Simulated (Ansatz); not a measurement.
An Ansatz run on BAs in the NiAs-type structure left the output below. The starting cell comes from a relaxation with PBE.

Starting structure:
```
CELL_PARAMETERS angstrom
3.26815 0.00000 0.00000
-1.63407 2.83030 0.00000
0.00000 0.00000 5.43071
ATOMIC_POSITIONS crystal
B 0.00000 0.00000 0.00000
B 0.00000 0.00000 0.50000
As 0.33333 0.66667 0.25000
As 0.66667 0.33333 0.75000
```

The log, with set-up remarks and timings taken out:
```
Pseudopotential: B, paw, valence charge 3, recommended cutoff 500 eV
Pseudopotential: As, paw, valence charge 15, recommended cutoff 500 eV
Crystal: 4 atoms, lattice volume = 50.233 Å³
Basis set: ecut = 500 eV, 1285 PW (Γ)
Bands: 22, of which v1, the nominal top of the filled ones, is band 18 counted from 1 (17 counted from 0)
Symmetry: 24 space group operations
Space group: P63/mmc (ITA 194)
k-points: 57 of 576
preconditioner: auto → Resta (q_TF=auto, 2.581 Å⁻¹)  ε∞=5.6  [σ=0.020 eV  ℏωp=21.0 eV]
SCF 1 converged in 7 iterations: F = -10038.070682 eV  dr2 = 6.05e-9
relax step 1: F+E_penalty+E_count = -10038.07068212 eV  P = -1.203 GPa  Ω = 50.233 Å³
SCF 2 converged in 5 iterations: F = -10038.072493 eV  dr2 = 2.60e-7
relax step 2: F+E_penalty+E_count = -10038.07249254 eV  P = -0.115 GPa  Ω = 49.770 Å³
SCF 3 converged in 4 iterations: F = -10038.072672 eV  dr2 = 9.25e-8
relax step 3: F+E_penalty+E_count = -10038.07267182 eV  P = +0.114 GPa  Ω = 49.703 Å³
SCF 4 converged in 3 iterations: F = -10038.072701 eV  dr2 = 1.25e-7
relax step 4: F+E_penalty+E_count = -10038.07270139 eV  P = -0.001 GPa  Ω = 49.741 Å³
SCF 5 converged in 5 iterations: F = -10038.072624 eV  dr2 = 5.18e-12
relax step 5: F+E_penalty+E_count = -10038.07262352 eV  P = -0.001 GPa  Ω = 49.741 Å³  (SCF on a basis re-selected at this cell)
Free energy (F): -10038.072624 eV
Internal energy: -10038.071035 eV  (E = F + TS)
E sigma→0 (E₀):  -10038.071829 eV
Entropy (-TS):   -0.001589 eV (-0.397 meV/atom)
Fermi energy:    12.712977 eV
--- Per-component energies (eV) ---
  E_band       = -387.703091
  E_kinetic    = 293.856866
  E_local      = -3059.478696
  E_nonlocal   = -1313.797493
  E_hartree    = 1747.336699
  E_xc         = -209.088317
  E_vxc        = -248.940985
  E_paw        = -3856.107741
  E_vpaw       = 433.120729
  E_vtau       = 12.863162
  E_ewald      = -3637.840640
  E_core_change = -2.951700
  E_smearing   = -0.001589
--- Stress (GPa, compression-positive) ---
        0.012518       0.000000       0.000000
        0.000000       0.012518       0.000000
        0.000000       0.000000      -0.028862
  P = ⅓ Tr σ = -0.0013 GPa (-0.013 kbar)
--- Relaxed structure (4 steps of the walk, 4 accepted, 1 SCFs on fresh bases) ---
  F+E_penalty+E_count = -10038.07262352 eV
  cell:  # Å, volume = 49.7413 Å³
    - [3.255013, 0.000000, 0.000000]
    - [-1.627506, 2.818924, 0.000000]
    - [0.000000, 0.000000, 5.421020]
  atoms:
    - { symbol: B, position: [0.000000, 0.000000, 0.000000] }
    - { symbol: B, position: [0.000000, 0.000000, 0.500000] }
    - { symbol: As, position: [0.333333, 0.666667, 0.250000] }
    - { symbol: As, position: [0.666667, 0.333333, 0.750000] }
```

Question: Reconstruct the input.

Answer:
```yaml
crystal:
  # lattice and atoms as above
kpoints:
  mp_grid: { grid: [12, 12, 4] }
hamiltonian:
  xc: r2scan
scf:
  occupations: { method: fermi_dirac, width: 0.02 }
relax:
  f_tol: 0.005
  cell: {}
```
The term E_vtau belongs to a meta-GGA, which reads the kinetic-energy density. The relax steps with a changing cell volume need the relax block with cell. The lines shown narrow the functional down without fixing it; this is the one that was run. Not every key shows in the log; this is the file that was used, less any keys that only write grids.

Command: `ansatz run input.yaml --threads 2 --pin off --max-ram 2211MiB --backend cpu --events-out ev --progress --plain --runs-dir out`. It took 16 s on 2 threads of Arm Neoverse V1, on a shared host, load about 0.6 per core; peak host memory 0.47 GiB.

(Calculated; spin-unpolarised; the phase may be known or hypothetical.)
